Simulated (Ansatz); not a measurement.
# Compressing Ti$_{5}$Si: a fit and a missing row

Ti$_{5}$Si, R32, a = 5.048 Å, c = 13.315 Å. The structure is a Materials Project entry; whether it is the stable form wasn't checked. Ansatz: PBE, PAW, 420 eV, Γ-centred 12×12×12 mesh on 6 atoms, Gaussian smearing 0.10 eV; no spin polarisation. Shape and atoms are relaxed at each volume; pressure is positive in compression.

```tsv
V (Å³/atom)	P (GPa)
15.348	?
15.838	3.89
16.328	-0.02
16.818	-3.40
17.307	-6.32
```

Take V0 = 16.328 Å³/atom, count pressures from its P0 = -0.02 GPa, fit the third-order Birch–Murnaghan form to the other rows, and predict the missing pressure.

With the Eulerian strain f = ½[(V0/V)^(2/3) − 1] and y = (P − P0)/[3f(1 + 2f)^(5/2)], the form is the line y = B0 + 1.5 B0 (B0′ − 4) f. Rows (f, y): 0.01026, 120.7; -0.00976, 121.3; -0.01904, 121.5. Means f = -0.006180, y = 121.17; Σ(Δf)² = 0.0004485, ΣΔfΔy = -0.01244; the slope is their ratio. y = 121.0 − 27.73 f GPa, so B0 = 121.0 GPa and B0′ = 4 + 2 × (-27.73)/(3 × 121.0) = 3.85. At V = 15.348, f = 0.02106, y = 120.42 and P = 8.41 GPa. The run gave 8.40 GPa, so the fit is 0.01 GPa too high, a small miss on the scale of the series. The form still works here, 33 % of the fitted range beyond its end.